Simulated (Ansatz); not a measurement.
Given:

Relaxed LaAlO3 (cubic perovskite):

```
LaAlO3
1.0
    3.81241     0.00000     0.00000
    0.00000     3.81241     0.00000
    0.00000     0.00000     3.81241
La Al O
1 1 3
Direct
  0.50000   0.50000   0.50000
  0.00000   0.00000   0.00000
  0.00000   0.50000   0.00000
  0.50000   0.00000   0.00000
  0.00000   0.00000   0.50000
```

In each cell atom 3 (O, nearest neighbour Al at 1.906 Å; its periodic images, 3.8 Å or more away, move with it) moves by s·(0.000, 0.000, 1.000) (along Cartesian z), the rest being held.

These are PBE (plane waves to 420 eV, PAW, scalar-relativistic; Ansatz, an electronic-structure program) values and carry that method's errors. k mesh 7×7×7 (Γ-centred), Fermi-Dirac smearing 0.05 eV. The energy includes the smearing's −TS. LaAlO3 is run without spin polarisation. LaAlO3 was relaxed with its symmetry unable to fall. This is a high-temperature form of LaAlO3. ΔE is measured from the undisplaced structure.

The scan covers s from -0.380 to 0.380 Å in 11 points.

Q: Is the energy the same for equal positive and negative displacements?

A: Even: the same for both signs. With its periodic images moving along, the atom's site symmetry in this cell is 4/mmm.

Q: What force acts on the atom along the line at s = -0.380 Å?

A: 2.31 eV/Å.

Q: What is the force constant k = d²E/ds² of this move at s = 0?

A: 5.24 eV/Å².

(For displaced atoms, the force is minus the slope of the energy, and its curvature is a force constant, which sets phonon frequencies.)
